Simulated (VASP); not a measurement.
The system is Mg.

```
CELL_PARAMETERS angstrom
3.20930 0.00000 0.00000
-1.60465 2.77934 0.00000
0.00000 0.00000 5.21030
ATOMIC_POSITIONS crystal
Mg 0.66667 0.33333 0.75000
Mg 0.33333 0.66667 0.25000
```

```yaml
Program: VASP 6.6.1
Task: relaxation of cell and atoms
Functional: BLYP
Dispersion: D3
Potentials_or_basis: VASP PAW PBE potentials, release 64 (Mg)
Cutoff: 600 eV
k_mesh: 10 × 10 × 5
Occupations: fermi-dirac, width 0.05 eV
Spin: no spin polarisation
```

At the start: pressure -1.6 GPa; volume 23.24 Å³/atom.

Task: How do energy, volume and symmetry change on relaxing?

Result: Over 7 steps the energy falls by 10.8 meV/atom and the volume is 21.83 Å³/atom (-6.1 %); space group P6_3/mmc (No. 194, to 0.05 Å).

Step by step:
| step | energy change (eV) | largest force (eV/Å) | pressure (GPa) | volume (Å³) |
| --- | --- | --- | --- | --- |
| 1 | 0.0000 | 0.0000 | -1.55 | 46.47 |
| 2 | -0.0138 | 0.0000 | -0.82 | 44.97 |
| 3 | -0.0197 | 0.0000 | 0.20 | 43.33 |
| 4 | -0.0210 | 0.0000 | 0.17 | 43.38 |
| 5 | -0.0214 | 0.0000 | 0.17 | 43.43 |
| 6 | -0.0214 | 0.0000 | 0.17 | 43.44 |
| 7 | -0.0215 | 0.0000 | 0.02 | 43.65 |

Final structure:
```cif
data_structure
_symmetry_space_group_name_H-M 'P 1'
_symmetry_Int_Tables_number 1
_cell_length_a 3.1023
_cell_length_b 3.1023
_cell_length_c 5.2374
_cell_angle_alpha 90.000
_cell_angle_beta 90.000
_cell_angle_gamma 120.000
_cell_volume 43.65
loop_
_atom_site_label
_atom_site_type_symbol
_atom_site_fract_x
_atom_site_fract_y
_atom_site_fract_z
_atom_site_occupancy
Mg1 Mg 0.66667 0.33333 0.75000 1
Mg2 Mg 0.33333 0.66667 0.25000 1
```

Caveat: the PAW data sets were made with another functional, which shifts forces and pressure a little; pairwise dispersion overbinds metals, which lowers pressure and volume.
